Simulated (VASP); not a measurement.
# ZrB2 (P6/mmm) in VASP: further runs, part 3 of 3

VASP 6.6.1.

**5. Relaxation of the atoms, RPBE+U (atoms moved at random, drawn with an rms of 0.05 Å)**

File INCAR:

```
SYSTEM = ZrB2
PREC     = Accurate       ! precision mode
ENCUT    = 520            ! plane-wave cutoff, eV
EDIFF    = 1E-6           ! SCF threshold, eV
ISMEAR   = 0              ! smearing method
SIGMA    = 0.05           ! smearing width, eV
LREAL    = .False.        ! projectors in reciprocal space
LASPH    = .True.         ! aspherical terms in the spheres
NELM     = 60             ! most SCF steps
ALGO     = Normal         ! electronic algorithm
ISIF     = 2              ! what is computed and relaxed
LWAVE    = .False.        ! write WAVECAR
LCHARG   = .False.        ! write CHGCAR
LMAXMIX  = 4              ! l up to which the mixer works
LDAU     = .True.         ! DFT+U
LDAUTYPE = 2            
LDAUL    = 2 -1           ! shell
LDAUU    = 8 0            ! U, eV
LDAUJ    = 0 0          
LDAUPRINT= 1            
GGA      = RP             ! functional
IBRION   = 2              ! ionic algorithm
NSW      = 60             ! ionic steps
EDIFFG   = -0.01          ! ionic threshold
```

File KPOINTS:

```
Automatic mesh
0
Gamma
  10 10 8
  0 0 0
```

File POSCAR:

```
ZrB2
1.0
    3.1700000000      0.0000000000      0.0000000000
   -1.5850000000      2.7453005300      0.0000000000
    0.0000000000      0.0000000000      3.5330000000
Zr B
1 2
Selective dynamics
Direct
    0.0017540000     -0.0039260000      0.0084270000  F F F
    0.6784480000      0.3432990000      0.4892290000  T T T
    0.3394220000      0.6792410000      0.5218560000  T T T
```

Launch:

```
$ cat potpaw_PBE.64/Zr_sv/POTCAR potpaw_PBE.64/B/POTCAR > POTCAR
$ mpirun -np 1 vasp_std > vasp.out
```

Wall time 3.3 min (1 thread of Intel Xeon 6975P-C (Granite Rapids), shared host); peak memory 0.27 GiB.

Results (log left out):

| Property | Result |
| --- | --- |
| Free energy | -18.4514 eV |
| Energy gained by relaxing | 19.6 meV/atom |
| Ionic steps | 8 |
| Pressure after relaxing | 23.7 GPa |
| Band gap on the k mesh | none (metal or under the smearing width) |

Stress tensor (GPa, compression positive):
```
21.96  0.00  0.00
 0.00 21.94  0.00
 0.00  0.00 27.24
```

Step by step:
| step | energy change (eV) | largest force (eV/Å) | pressure (GPa) |
| --- | --- | --- | --- |
| 1 | 0.0000 | 0.9009 | 24.31 |
| 2 | -0.0470 | 0.4170 | 23.83 |
| 3 | -0.0543 | 0.2894 | 23.76 |
| 4 | -0.0580 | 0.1340 | 23.72 |
| 5 | -0.0581 | 0.1296 | 23.72 |
| 6 | -0.0586 | 0.0611 | 23.72 |
| 7 | -0.0588 | 0.0131 | 23.72 |
| 8 | -0.0588 | 0.0060 | 23.72 |

Final structure:
```yaml
crystal:
  lattice:
    - [3.17000, 0.00000, 0.00000]
    - [-1.58500, 2.74530, 0.00000]
    - [0.00000, 0.00000, 3.53300]
  atoms:
    - { symbol: Zr, position: [0.00175, 0.99607, 0.00843] }
    - { symbol: B, position: [0.66835, 0.32931, 0.50849] }
    - { symbol: B, position: [0.33513, 0.66278, 0.50846] }
```

Levels at points of the mesh, in eV from the Fermi level:
```csv
k point,band 5,band 6,band 7,band 8,band 9,band 10,band 11,band 12,band 13
"(0.00, 0.00, 0.00)",-13.50,-3.16,-2.80,-2.80,-2.58,4.04,4.27,4.27,4.45
"(0.50, 0.00, 0.00)",-9.55,-9.26,-3.93,-3.64,-2.56,1.50,3.02,5.33,5.39
"(0.00, 0.50, 0.00)",-9.55,-9.25,-3.93,-3.64,-2.56,1.49,3.02,5.33,5.39
"(0.50, 0.50, 0.00)",-9.55,-9.26,-3.93,-3.64,-2.56,1.50,3.02,5.33,5.39
"(0.00, 0.00, 0.50)",-11.48,-7.91,-1.47,-1.46,0.63,0.63,1.23,1.23,2.42
"(0.50, 0.00, 0.50)",-10.29,-7.70,-4.82,-4.40,-2.99,3.29,4.41,6.08,6.86
"(0.00, 0.50, 0.50)",-10.29,-7.70,-4.82,-4.40,-2.98,3.29,4.41,6.08,6.86
"(0.50, 0.50, 0.50)",-10.29,-7.70,-4.82,-4.40,-2.99,3.29,4.41,6.08,6.86
```

Eigenvalues of the final occupation matrices:
```tsv
site	spin	trace	eigenvalues
site 1 d	1	0.72	0.13 0.14 0.14 0.16 0.16
site 1 d	2	0.72	0.13 0.14 0.14 0.16 0.16
```

Caveat: the PAW data sets were made with another functional, which shifts forces and pressure a little; U without spin polarisation on a metal has little footing; the U is typed as a test and isn't derived for this compound.

**6. Single point, optB86b-vdW, spin-orbit coupling, no magnetisation (volume scaled by 1.25)**

File INCAR:

```
SYSTEM = ZrB2
  PREC = Accurate
  ENCUT = 600
  EDIFF = 1E-6
  ISMEAR = 0
  SIGMA = 0.1
  LREAL = .FALSE.
  LASPH = .TRUE.
  NELM = 80
  ALGO = Normal
  ISIF = 2
  LWAVE = .FALSE.
  LCHARG = .TRUE.
  MAGMOM = 0 0 0 0 0 0 0 0 0
  LORBIT = 11
  LSORBIT = .TRUE.
  GGA_COMPAT = .FALSE.
  LMAXMIX = 4
  GGA = MK
  LUSE_VDW = .TRUE.
  AGGAC = 0.0
  PARAM1 = 0.1234
  PARAM2 = 1.0
  LVHAR = .TRUE.
```

File KPOINTS:

```
Automatic mesh
0
G
  7 7 6
  0 0 0
```

File POSCAR:

```
ZrB2
3.4148
    0.999993845525      0.000000000000      0.000000000000
   -0.499996922777      0.866020073855      0.000000000000
    0.000000000000      0.000000000000      1.114504181768
Zr B
1 2
Direct
    0.0000000000      0.0000000000      0.0000000000
    0.6666666667      0.3333333333      0.5000000000
    0.3333333333      0.6666666667      0.5000000000
```

Potentials or basis: VASP PAW PBE potentials, release 64 (Zr_sv_GW, B_GW).

Launch:

```
$ cat potpaw_PBE.64/Zr_sv_GW/POTCAR potpaw_PBE.64/B_GW/POTCAR > POTCAR
$ mpirun -np 1 vasp_ncl > vasp.out
```

Run time: 2.1 min. Hardware: 1 thread of Intel Xeon 6975P-C (Granite Rapids), shared host; peak memory 0.5 GiB.

It converged, with:

* Free energy: -22.2978 eV
* Pressure: -35.1 GPa
* Valence electrons inside the program's atomic spheres: Zr 8.94; B 1.60

Stress tensor (GPa, compression positive):
```
-36.65   0.00   0.00
  0.00 -36.65   0.00
  0.00   0.00 -32.00
```

Caveat: the PAW data sets were made with another functional, which shifts forces and pressure a little.

**7. The runs side by side**

```tsv
task	level	potentials or basis	spin	U	cell	k mesh	cutoff (eV)	smearing	other keys	gap on the mesh (eV)	pressure (GPa)
electrostatic potential	r2SCAN+rVV10	VASP PAW PBE potentials, release 64 (Zr_sv, B)	off	-	as given	10 × 10 × 8	520	tetrahedron	-	none	0.1
single point	PBE+D4	VASP PAW PBE potentials, release 64 (Zr_sv, B)	off	-	cell strained at random at fixed volume	12 × 12 × 9	520	gaussian 0.05 eV	k = 12 × 12 × 9	none	-3.7
relaxation of the atoms	RPBE+U	VASP PAW PBE potentials, release 64 (Zr_sv, B)	off	Zr d U = 8 eV	atoms relaxed from: atoms moved at random, drawn with an rms of 0.05 Å	10 × 10 × 8	520	gaussian 0.05 eV	-	none	23.7
single point	optB86b-vdW	VASP PAW PBE potentials, release 64 (Zr_sv_GW, B_GW)	SOC, no magnetisation	-	volume scaled by 1.25	7 × 7 × 6	600	gaussian 0.1 eV	-	-	-35.1
```

Caveats: the PAW data sets were made with another functional, which shifts forces and pressure a little (some runs); pairwise dispersion overbinds metals, which lowers pressure and volume (some runs); U without spin polarisation on a metal has little footing (some runs); the U is typed as a test and isn't derived for this compound (some runs).

Total energies depend on the potentials used, so only differences within one code and one set of settings carry meaning.
